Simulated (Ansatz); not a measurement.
# SrO (P6_3/mmc) in Ansatz: settings compared

Aim: see how the results for SrO move with the level of theory and the settings. Levels: r2SCAN, LDA. Tasks: band structure, single point, equation of state.

Everything below comes from runs of Ansatz 0.2.0. Logs are shortened: lines on timing, memory, paths and dates and some standing lists are left out, and cuts for length are marked.

**1. Starting point**

Symmetry: P6_3/mmc, No. 194, hexagonal system. Conventional cell: a = 3.553 Å, b = 3.553 Å, c = 6.217 Å, α = 90.00°, β = 90.00°, γ = 120.00°. Sr (site symmetry -6m2) has 6 O at 2.57 Å as nearest neighbours. O (site symmetry -3m) is surrounded by 6 Sr at 2.57 Å.

Measurements of this composition are mostly on another form, of space group No. 225.

**2. Band structure, r2SCAN**

Input file input.yaml:

```yaml
crystal:
  lattice:
    - [3.5532880902, 0.0, 0.0]
    - [-1.7766440451, 3.0772377531, 0.0]
    - [0.0, 0.0, 6.21730398]
  atoms:
    - { symbol: Sr, position: [0.6666666667, 0.3333333333, 0.75] }
    - { symbol: Sr, position: [0.3333333333, 0.6666666667, 0.25] }
    - { symbol: O, position: [0.0, 0.0, 0.5] }
    - { symbol: O, position: [0.0, 0.0, 0.0] }
hamiltonian:
  xc: r2scan
  pseudopotentials: { kind: paw }
kpoints:
  mp_grid: { grid: [9, 9, 5] }
  band_path:
    path:
      - [[0.0, 0.0, 0.0], [0.5, 0.0, 0.0], [0.3333333333, 0.3333333333, 0.0], [0.0, 0.0, 0.0], [0.0, 0.0, 0.5], [0.5, 0.0, 0.5], [0.3333333333, 0.3333333333, 0.5], [0.0, 0.0, 0.5]]
      - [[0.5, 0.0, 0.5], [0.5, 0.0, 0.0]]
      - [[0.3333333333, 0.3333333333, 0.0], [0.3333333333, 0.3333333333, 0.5]]
    npoints: 14
scf:
  occupations: { method: fermi_dirac, width: 0.05 }
  n_extra_bands: 10
output:
  forces: true
  stress: true
  eigenvalues: true
  fatbands: true
```

Potentials or basis: Ansatz PAW.

Started as:

```sh
> ansatz run input.yaml --threads 2 --pin off --max-ram 5632MiB --backend cpu --events-out ev --progress --plain --runs-dir out
```

The log of the run:

```text
Warning: RAYON_NUM_THREADS=2 ignored (pool sized by the plan → 2); use --threads N
scf.n_extra_bands = 10 over 16 filled bands (N_el = 32.0): the run solves 26 bands
Engine: ansatz 0.2.0, x86_64-unknown-linux-gnu
Pseudopotentials: kind: paw
Pseudopotential: Sr, paw, valence charge 10, recommended cutoff 500 eV (meta_gga), Sr.paw.azcp
Pseudopotential: O, paw, valence charge 6, recommended cutoff 500 eV (meta_gga), O.paw.azcp
Functional definition: r2SCAN
  parameter k0 = 0.174
  parameter k1 = 0.065
  parameter a1 = 4.9479
  exchange = r2scan_x(k0 = k0, k1 = k1, a1 = a1)
  correlation = r2scan_c
Crystal: 4 atoms, lattice volume = 67.982 Å³
Basis set: ecut = 500 eV, 1727 PW (Γ), exchange–correlation on 108×108×192 points (64 copies of the dense FFT grid, shifted against one another)
Bands: 26, of which v1, the nominal top of the filled ones, is band 16 counted from 1 (15 counted from 0)
Symmetry: 24 space group operations
Space group: P63/mmc (ITA 194), of the structure as read, at distance tolerance 4.1e-5 Å
k-points: 36 of 405
Non-local potential: Sr, projectors of the file, l = 0: 3, l = 1: 2, l = 2: 2
Non-local potential: O, projectors of the file, l = 0: 2, l = 1: 2, l = 2: 1
PAW form: soft (Blöchl's): semilocal exchange-correlation on the pseudo side does not see the compensation charge
PAW frozen core: Sr, regenerated for the run's functional (the file was generated under x = pbe(κ = 0.804, μ = 0.2195149727645171), c = pbe(β = 0.06672455060314922))
PAW frozen core: O, regenerated for the run's functional (the file was generated under x = pbe(κ = 0.804, μ = 0.2195149727645171), c = pbe(β = 0.06672455060314922))
PAW one-centre angular grid: Sr, 302 points (default); XC on 160 Gauss nodes
PAW one-centre angular grid: O, 302 points (default); XC on 160 Gauss nodes
Initial density: superposition of atomic densities (neutral atoms: chi_scale 0, normalization atom), corrected by the library's trained network
Initial wavefunctions: pseudopotential atomic-orbital guess
Functional: x = r2scan, c = r2scan; τ floored in thin density (d = 2e-4 eV/Å³)
SCF iter   1: F=—  HF=-8253.580414 eV  |F-HF|=—  |Δ(HF+E_count)|=         —  Δρ=9.91e-3  dr2=9.03e-2  dr2_τ=1.18e-1  ethr=1.77e-3  ⟨swp⟩=8.9  Hψ=6015  notcnv=0  defer=32
preconditioner: auto → Resta (q_TF=auto, 2.406 Å⁻¹)  ε∞=2.8  [insulator: Δε(μ)=3.856 eV  Ē_g=17.750 eV  σ=0.050 eV  W_gap=1.00  n_scr=22 (ndim 8)  ℏωp=23.8 eV  f_vac=0.004  D(μ)=0.00/eV (n_scr^D=0)  ε∞_Penn≈2.8]
SCF iter   2: F=—  HF=-8253.748054 eV  |F-HF|=—  |Δ(HF+E_count)|=   1.68e-1  Δρ=5.49e-3  dr2=7.11e-3  dr2_τ=4.17e-3  ethr=2.82e-4  ⟨swp⟩=2.7  Hψ=2004  notcnv=0  defer=156
SCF iter   3: F=—  HF=-8253.747842 eV  |F-HF|=—  |Δ(HF+E_count)|=   2.12e-4  Δρ=2.35e-3  dr2=2.38e-3  dr2_τ=2.12e-4  ethr=2.22e-5  ⟨swp⟩=2.2  Hψ=1063  notcnv=0  defer=156
SCF iter   4: F=—  HF=-8253.747579 eV  |F-HF|=—  |Δ(HF+E_count)|=   2.63e-4  Δρ=8.64e-4  dr2=2.31e-4  dr2_τ=2.70e-5  ethr=7.43e-6  ⟨swp⟩=1.5  Hψ=895  notcnv=0  defer=156
SCF iter   5: F=—  HF=-8253.747559 eV  |F-HF|=—  |Δ(HF+E_count)|=   2.01e-5  Δρ=1.91e-4  dr2=1.10e-5  dr2_τ=1.40e-6  ethr=7.23e-7  ⟨swp⟩=2.0  Hψ=1280  notcnv=0  defer=156
SCF iter   6: F=—  HF=-8253.747555 eV  |F-HF|=—  |Δ(HF+E_count)|=   3.37e-6  Δρ=2.09e-5  dr2=3.01e-7  dr2_τ=1.13e-8  ethr=3.44e-8  ⟨swp⟩=3.0  Hψ=1364  notcnv=0  defer=156
SCF iter   7: F=-8253.747555 eV  HF=-8253.747555 eV  |F-HF|=2.80e-10  |Δ(HF+E_count)|=   3.61e-8  Δρ=1.49e-6  dr2=1.45e-9  dr2_τ=3.94e-10  ethr=3.13e-10  ⟨swp⟩=11.7  Hψ=5207  notcnv=0
SCF 1 converged in 7 iterations: F = -8253.747555 eV  dr2 = 1.45e-9
NSCF: frozen V_eff on 129 k-points
SCF converged after 7 iterations
Free energy (F): -8253.747555 eV
Harris-Foulkes:  -8253.747555 eV  (|F-HF|=2.80e-10)
Internal energy: -8253.747555 eV  (E = F + TS)
E sigma→0 (E₀):  -8253.747555 eV
Fermi energy:    9.951324 eV
--- Per-component energies (eV) ---
  E_band       = -137.320613
  E_kinetic    = 848.478238
  E_local      = -1736.360909  (includes V_loc(G=0)·N_el)
  E_nonlocal   = 497.447581
  E_hartree    = 474.667584
  E_xc         = -478.370502
  E_vxc        = -573.281377  (∫ρ·V_xc dr)
  E_paw        = -5750.373467  (= ΣΔE_a)
  E_vpaw       = -155.863053  (= ΣTr[D̂ρ^β])
  E_aug_tail   = 0.002076  (compensation charges beyond the density's cutoff)
  E_vtau       = 32.920946  (kinetic-family band-sum trace: ∫τ·v_τ [+ j·A + Jᵃ·Aᵃ] dr)
  E_ewald      = -2108.882202
  E_core_change = -0.355955  (= ΣΔE_core)
  E_smearing   = -0.000000  (= −TS)
  E_closure    = 0.000000  (closes the sum)
  Σ components = -8253.747555   (vs F -8253.747555, Δ=0.00e0)
--- Forces (eV/Å), atoms counted from 1 ---
  atom   1  Sr    -0.00000000     0.00000000     0.00000000
  atom   2  Sr     0.00000000    -0.00000000     0.00000000
  atom   3  O      0.00000000    -0.00000000     0.00000000
  atom   4  O      0.00000000    -0.00000000     0.00000000
  max |Σ_I F_I| component: 4.63e-18 eV/Å
--- Stress (GPa, compression-positive) ---
       -0.429128      -0.000000       0.000000
        0.000000      -0.429128       0.000000
        0.000000       0.000000      -0.441813
  P = ⅓ Tr σ = -0.4334 GPa (-4.334 kbar)
--- Band table (eV; the first three rows and the last of 36) ---
  k-point 0: bands = ["-25.7891", "-25.6789", "-9.6485", "-8.3034", "-6.8445", "-6.8445", "-6.8075", "-6.7954", "-6.7954", "-5.5333", "5.5223", "7.1682", "7.1682", "7.3963", "7.3963", "8.1888", "11.8451", "13.6282", "13.9116", "14.9803", "14.9803", "16.2433", "16.2433", "17.0807", "17.0807", "17.4518"]
  k-point 1: bands = ["-25.7787", "-25.6896", "-9.5549", "-8.5052", "-6.8398", "-6.8398", "-6.8001", "-6.8001", "-6.6161", "-5.6242", "5.7147", "7.1817", "7.1817", "7.3656", "7.3656", "7.8148", "12.2059", "13.6405", "14.0644", "15.1654", "15.1654", "16.4752", "16.4752", "16.6183", "16.8822", "16.8822"]
  k-point 2: bands = ["-25.7515", "-25.7174", "-9.2905", "-8.9067", "-6.8275", "-6.8275", "-6.8123", "-6.8123", "-6.2385", "-5.8770", "6.2547", "7.0290", "7.2250", "7.2250", "7.2948", "7.2948", "12.9918", "13.5513", "14.4383", "15.2664", "15.6586", "15.6586", "16.2872", "16.2872", "17.2407", "17.2407"]
  k-point 35: bands = ["-25.6058", "-25.6058", "-9.2482", "-8.8768", "-7.5688", "-7.5688", "-6.9355", "-6.9355", "-6.5562", "-6.1327", "6.1019", "6.1019", "6.9360", "7.2240", "7.4626", "7.4626", "13.6277", "13.6277", "15.6187", "15.6187", "17.0827", "17.4195", "18.3624", "18.4791", "18.9270", "18.9270"]
```

It took 14 s on 2 threads of Intel Xeon at 2.70GHz, shared host; peak memory 0.54 GiB.

Results:

| Quantity | Value |
| --- | --- |
| Free energy | -8253.7476 eV |
| Pressure | -0.4 GPa |
| Band gap on the k mesh | 3.56 eV, indirect (least direct gap 3.66 eV) |
| Band gap along the path | 3.53 eV, indirect (least direct gap 3.66 eV) |

Levels at the corners of the path, in eV from the valence-band top:
```
point  band 14  band 15  band 16  band 17  band 18  band 19
    Γ    -0.79    -0.79     0.00     3.66     5.44     5.72
    M    -1.34    -0.54    -0.25     3.53     6.17     6.56
    K    -1.39    -1.39    -0.57     5.13     5.13     8.09
    Γ    -0.79    -0.79     0.00     3.66     5.44     5.72
    A    -0.93    -0.93    -0.93     5.16     5.16     6.57
    L    -1.23    -0.99    -0.99     4.77     4.77     7.31
    H    -1.12    -0.69    -0.69     5.48     5.48     7.33
    A    -0.93    -0.93    -0.93     5.16     5.16     6.57
    L    -1.23    -0.99    -0.99     4.77     4.77     7.31
    M    -1.34    -0.54    -0.25     3.53     6.17     6.56
    K    -1.39    -1.39    -0.57     5.13     5.13     8.09
    H    -1.12    -0.69    -0.69     5.48     5.48     7.33
```

Caveat: the PAW data sets come from PBE, with cores solved anew for the run's functional, which leaves a small shift of forces and pressure. r2SCAN opens gaps a little over a GGA but as a rule still falls short of measured ones.

(Continued in part 2 of 2.)
